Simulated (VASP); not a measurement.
A run of VASP 6.6.1 is set up as follows.

Contents of INCAR:

```
SYSTEM = WSe2
ALGO = Fast ; EDIFF = 1E-6
ENCUT = 520 ; GGA = PE
GGA_COMPAT = .FALSE. ; ISIF = 2
ISMEAR = -1 ; LASPH = .TRUE.
LCHARG = .TRUE. ; LMAXMIX = 4
LORBIT = 11 ; LREAL = .FALSE.
LSORBIT = .TRUE. ; LVACPOTAV = .TRUE.
LVHAR = .TRUE. ; LWAVE = .FALSE.
MAGMOM = 0 0 0 0 0 0 0 0 0 ; NELM = 100
PREC = Accurate ; SIGMA = 0.05
```

The input KPOINTS:

```
k-points
0
G
  10 10 1
  0 0 0
```

POSCAR

```
WSe2
1.0
    3.2820000000      0.0000000000      0.0000000000
   -1.6410000000      2.8422953752      0.0000000000
    0.0000000000      0.0000000000     21.3500000000
Se W
2 1
Direct
    0.6666666667      0.3333333333      0.4215456674
    0.6666666667      0.3333333333      0.5784543326
    0.3333333333      0.6666666667      0.5000000000
```

Potentials or basis: VASP PAW PBE potentials, release 64 (Se, W_sv).

Launch:

```console
$ cat potpaw_PBE.64/Se/POTCAR potpaw_PBE.64/W_sv/POTCAR > POTCAR
$ mpirun -np 1 vasp_ncl > vasp.out
```

(1) What does it give for the net moment?

(2) What does it give for the largest force?

## Answers

(1) 0.00 μB per cell.

(2) 0.385 eV/Å.
